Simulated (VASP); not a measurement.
# Input and output of a VASP r²SCAN single-point calculation on ZnSe (strained zincblende)

INCAR

```
ISIF = 2
LCHARG = .FALSE.
METAGGA = R2SCAN
EDIFF = 1E-7
NSW = 0
ALGO = Normal
ISMEAR = 0
LASPH = .TRUE.
LWAVE = .FALSE.
PREC = Accurate
LREAL = .FALSE.
NELM = 120
IBRION = -1
ENCUT = 520
NBANDS = 16
SIGMA = 0.01
```

KPOINTS

```
KPOINTS created by Atomic Simulation Environment
0
Gamma
8 8 8
0 0 0
```

KPOINTS_OPT

```
special points
6
Reciprocal
0.0000000000 0.0000000000 0.0000000000 1
-0.5000000000 -0.5000000000 0.0000000000 1
-0.3750000000 -0.3750000000 0.2500000000 1
-0.3750000000 0.0000000000 0.3750000000 1
0.0000000000 0.0000000000 0.5000000000 1
-0.5000000000 -0.2500000000 0.2500000000 1
```

POSCAR

```
Zn Se
 1.0000000000000000
     0.0000000000000000    2.6907996505999998    2.6907996505999998
     2.6907996505999998    0.0000000000000000    2.6907996505999998
     2.6907996505999998    2.6907996505999998    0.0000000000000000
 Zn  Se
   1   1
Cartesian
  0.0000000000000000  0.0000000000000000  0.0000000000000000
  1.3453998252999999  1.3453998252999999  1.3453998252999999
```

VASP ran with the recommended PBE PAW datasets (18 valence electrons in the cell).

Command

```
mpirun -np 1 vasp_std
```

OSZICAR

```
N       E                     dE             d eps       ncg     rms          rms(c)
DAV:   1     0.694017406560E+02    0.69402E+02   -0.89777E+03   936   0.137E+03
DAV:   2    -0.219599473840E+02   -0.91362E+02   -0.85312E+02  1032   0.265E+02
DAV:   3    -0.273270159651E+02   -0.53671E+01   -0.53505E+01  1112   0.639E+01
DAV:   4    -0.273647047984E+02   -0.37689E-01   -0.37685E-01  1168   0.574E+00
DAV:   5    -0.273648446846E+02   -0.13989E-03   -0.13989E-03  1144   0.319E-01    0.681E+00
DAV:   6    -0.246814971906E+02    0.26833E+01   -0.13173E+00  1056   0.346E+01    0.583E+00
DAV:   7    -0.246454743199E+02    0.36023E-01   -0.32677E-01  1144   0.101E+01    0.273E+00
DAV:   8    -0.246541844538E+02   -0.87101E-02   -0.36250E-02  1104   0.176E+00    0.547E-01
DAV:   9    -0.246546564463E+02   -0.47199E-03   -0.47583E-03  1224   0.179E+00    0.104E-01
DAV:  10    -0.246547517506E+02   -0.95304E-04   -0.10710E-03  1144   0.423E-01    0.616E-02
DAV:  11    -0.246547740608E+02   -0.22310E-04   -0.54238E-04  1208   0.672E-01    0.567E-02
DAV:  12    -0.246547369687E+02    0.37092E-04   -0.23419E-04  1152   0.462E-01    0.672E-03
DAV:  13    -0.246547374154E+02   -0.44676E-06   -0.13391E-05  1152   0.503E-02    0.562E-03
DAV:  14    -0.246547368072E+02    0.60825E-06   -0.17256E-06  1208   0.289E-02    0.214E-03
DAV:  15    -0.246547373076E+02   -0.50042E-06   -0.11770E-07   760   0.300E-03    0.399E-04
DAV:  16    -0.246547371093E+02    0.19830E-06   -0.13905E-08   544   0.341E-03    0.169E-04
DAV:  17    -0.246547371333E+02   -0.23974E-07   -0.33676E-09   528   0.840E-04
   1 F= -.24654737E+02 E0= -.24654737E+02  d E =-.165860E-33
       N       E                     dE             ncg
DAV:   1     0.105837503598E+04   -0.34301E+04      192
DAV:   2     0.512769610201E+03   -0.54561E+03      200
DAV:   3     0.478335226560E+03   -0.34434E+02      256
DAV:   4     0.478083746885E+03   -0.25148E+00      224
DAV:   5     0.478082921099E+03   -0.82579E-03      264
DAV:   6     0.478082915726E+03   -0.53726E-05      224
DAV:   7     0.478082915683E+03   -0.43805E-07      224
```

From OUTCAR

```
k-points           NKPTS =     29   k-points in BZ     NKDIM =     29   number of bands    NBANDS=     16

   NELECT =      18.0000    total number of electrons

   dimension x,y,z NGX =    28 NGY =   28 NGZ =   28
   dimension x,y,z NGXF=    56 NGYF=   56 NGZF=   56

  energy-cutoff  :      520.00
  volume of cell :       38.96
      direct lattice vectors                 reciprocal lattice vectors
     0.000000000  2.690799651  2.690799651    -0.185818368  0.185818368  0.185818368
     2.690799651  0.000000000  2.690799651     0.185818368 -0.185818368  0.185818368
     2.690799651  2.690799651  0.000000000     0.185818368  0.185818368 -0.185818368

 k-points in reciprocal lattice and weights: KPOINTS created by Atomic Simulation Env
   0.00000000  0.00000000  0.00000000       0.002
   0.12500000  0.00000000  0.00000000       0.016
   0.25000000  0.00000000  0.00000000       0.016
   0.37500000  0.00000000  0.00000000       0.016
   0.50000000  0.00000000  0.00000000       0.008
   0.12500000  0.12500000  0.00000000       0.012
   0.25000000  0.12500000  0.00000000       0.047
   0.37500000  0.12500000  0.00000000       0.047
   ...

 E-fermi :   2.8589

 k-point     1 :       0.0000    0.0000    0.0000
  band No.  band energies     occupation
      1     -12.1117      2.00000
      2      -4.6197      2.00000
      3      -4.6197      2.00000
      4      -4.6197      2.00000
      5      -4.0419      2.00000
      6      -4.0419      2.00000
      7       2.7767      2.00000
      8       2.7768      2.00000
      9       2.7768      2.00000
     10       5.3569      0.00000
     11       8.9816      0.00000
     12       8.9818      0.00000
     13       8.9818      0.00000
     14      14.0564      0.00000
     15      15.1078      0.00000
     16      15.1078      0.00000

 k-point     2 :       0.1250    0.0000    0.0000
  band No.  band energies     occupation
      1     -11.9741      2.00000
      2      -4.6224      2.00000
      3      -4.5963      2.00000
      4      -4.5963      2.00000
      5      -4.0443      2.00000
      6      -4.0443      2.00000
      7       1.3879      2.00000
      8       2.5722      2.00000
      9       2.5722      2.00000
     10       6.2298      0.00000
     11       9.0795      0.00000
     12       9.3026      0.00000
     13       9.3027      0.00000
     14      14.1845      0.00000
     15      14.1845      0.00000
     16      14.9207      0.00000

 k-point     3 :       0.2500    0.0000    0.0000
  band No.  band energies     occupation
      1     -11.6108      2.00000
      2      -4.5858      2.00000
      3      -4.5446      2.00000
      4      -4.5446      2.00000
      5      -4.0427      2.00000
      6      -4.0426      2.00000
      7      -0.7076      2.00000
      8       2.1428      2.00000
      9       2.1429      2.00000
     10       6.4647      0.00000
     11       9.7312      0.00000
     12       9.7313      0.00000
     13      10.3843      0.00000
     14      13.9589      0.00000
     15      13.9590      0.00000
     16      14.4383      0.00000

 k-point     4 :       0.3750    0.0000    0.0000
  band No.  band energies     occupation
      1     -11.1901      2.00000
      2      -4.5027      2.00000
      3      -4.5027      2.00000
      4      -4.3726      2.00000
      5      -4.0268      2.00000
      6      -4.0267      2.00000
      7      -2.5126      2.00000
      8       1.7736      2.00000
      9       1.7736      2.00000
     10       6.2212      0.00000
     11       9.6626      0.00000
     12       9.6627      0.00000
     13      11.9101      0.00000
     14      14.4393      0.00000
     15      15.3743      0.00000
     16      15.3743      0.00000

 k-point     5 :       0.5000    0.0000    0.0000
  band No.  band energies     occupation
      1     -10.9930      2.00000
      2      -4.4891      2.00000
      3      -4.4891      2.00000
      4      -4.0150      2.00000
      5      -4.0149      2.00000
      6      -3.8370      2.00000
      7      -3.6570      2.00000
      8       1.6327      2.00000
      9       1.6328      2.00000
     10       6.1108      0.00000
     11       9.5489      0.00000
     12       9.5490      0.00000
     13      12.2055      0.00000
     14      15.4616      0.00000
     15      17.2336      0.00000
     16      17.2336      0.00000

 k-point     6 :       0.1250    0.1250    0.0000
  band No.  band energies     occupation
      1     -11.9280      2.00000
      2      -4.6457      2.00000
      3      -4.5768      2.00000
      4      -4.5768      2.00000
      5      -4.0602      2.00000
      6      -4.0310      2.00000
      7       1.4971      2.00000
      8       2.2029      2.00000
      9       2.2029      2.00000
     10       6.7416      0.00000
     11       8.1612      0.00000
     12       9.8432      0.00000
     13       9.8433      0.00000
     14      12.7888      0.00000
     15      15.3533      0.00000
     16      15.5339      0.00000

 k-point     7 :       0.2500    0.1250    0.0000
  band No.  band energies     occupation
      1     -11.6386      2.00000
      2      -4.6442      2.00000
      3      -4.5235      2.00000
      4      -4.5226      2.00000
      5      -4.0696      2.00000
      6      -4.0215      2.00000
      7      -0.1071      2.00000
      8       1.7034      2.00000
      9       1.8157      2.00000
     10       7.2842      0.00000
     11       8.2762      0.00000
     12      10.3004      0.00000
     13      10.5466      0.00000
     14      12.6637      0.00000
     15      15.2035      0.00000
     16      16.1380      0.00000

 k-point     8 :       0.3750    0.1250    0.0000
  band No.  band energies     occupation
      1     -11.2295      2.00000
      2      -4.5548      2.00000
      3      -4.4729      2.00000
      4      -4.4309      2.00000
      5      -4.0451      2.00000
      6      -4.0108      2.00000
      7      -1.9047      2.00000
      8       1.2779      2.00000
      9       1.3634      2.00000
     10       7.0708      0.00000
     11       9.0434      0.00000
     12      10.5716      0.00000
     13      10.7378      0.00000
     14      14.2538      0.00000
     15      15.7154      0.00000
     16      16.2027      0.00000

 k-point     9 :       0.5000    0.1250    0.0000
  band No.  band energies     occupation
      1     -10.9442      2.00000
      2      -4.4955      2.00000
      3      -4.4547      2.00000
      4      -4.1364      2.00000
      5      -4.0119      2.00000
      6      -3.8933      2.00000
      7      -3.2652      2.00000
      8       0.8315      2.00000
      9       1.3261      2.00000
     10       6.9525      0.00000
     11       8.9990      0.00000
     12      10.2284      0.00000
     13      12.3850      0.00000
     14      14.8127      0.00000
     15      16.8619      0.00000
     16      17.2433      0.00000

 k-point    10 :      -0.3750    0.1250    0.0000
  band No.  band energies     occupation
      1     -11.0106      2.00000
      2      -4.4889      2.00000
      3      -4.4682      2.00000
      4      -4.2202      2.00000
      5      -4.0374      2.00000
      6      -3.9811      2.00000
      7      -2.8790      2.00000
      8       0.6689      2.00000
      9       1.6038      2.00000
     10       7.0419      0.00000
     11       9.1779      0.00000
     12      10.0277      0.00000
     13      12.2369      0.00000
     14      14.8821      0.00000
     15      15.2504      0.00000
     16      17.4063      0.00000

 k-point    11 :      -0.2500    0.1250    0.0000
  band No.  band energies     occupation
      1     -11.3706      2.00000
      2      -4.5386      2.00000
      3      -4.5115      2.00000
      4      -4.4985      2.00000
      5      -4.0615      2.00000
      6      -4.0134      2.00000
      7      -1.3394      2.00000
      8       0.8853      2.00000
      9       2.0808      2.00000
     10       7.2678      0.00000
     11       9.5449      0.00000
     12       9.9088      0.00000
     13      10.4969      0.00000
     14      13.1606      0.00000
     15      15.3674      0.00000
     16      16.4208      0.00000

 k-point    12 :      -0.1250    0.1250    0.0000
  band No.  band energies     occupation
      1     -11.7602      2.00000
      2      -4.6214      2.00000
      3      -4.5671      2.00000
      4      -4.5497      2.00000
      5      -4.0600      2.00000
      6      -4.0311      2.00000
      7       0.3431      2.00000
      8       1.5936      2.00000
      9       2.5100      2.00000
     10       7.0595      0.00000
     11       8.8952      0.00000
     12       9.4814      0.00000
     13      10.1639      0.00000
     14      13.0402      0.00000
     15      14.3295      0.00000
     16      16.2210      0.00000

 ...

  Total        3.5043736      3.5043736      3.5043736     -0.0000000     -0.0000000      0.0000000
  in kB      144.0943305    144.0943305    144.0943305     -0.0000000     -0.0000000      0.0000000
  external PRESSURE =     144.0943305 kB  Pullay stress =       0.0000000 kB

 POSITION                                       TOTAL-FORCE (eV/Angst)
 -----------------------------------------------------------------------------------
      0.00000      0.00000      0.00000         0.000000      0.000000      0.000000
      1.34540      1.34540      1.34540        -0.000000     -0.000000     -0.000000
 -----------------------------------------------------------------------------------
    total drift:                                0.000022      0.000022      0.000022

  FREE ENERGIE OF THE ION-ELECTRON SYSTEM (eV)
  ---------------------------------------------------
  free  energy   TOTEN  =       -24.6547371333 eV

  energy  without entropy=      -24.6547371333  energy(sigma->0) =      -24.65473713
```

```json
{"gap between bands v and c": "2.58 eV", "least direct gap": "2.58 eV", "pressure": "14.4 GPa"}
```

Band v is the last that the valence electrons fill when counted band by band, and c is the next.

The run took about 67 s on one core of a shared host (Intel Xeon Platinum 8488C) and held 0.18 GiB at most.
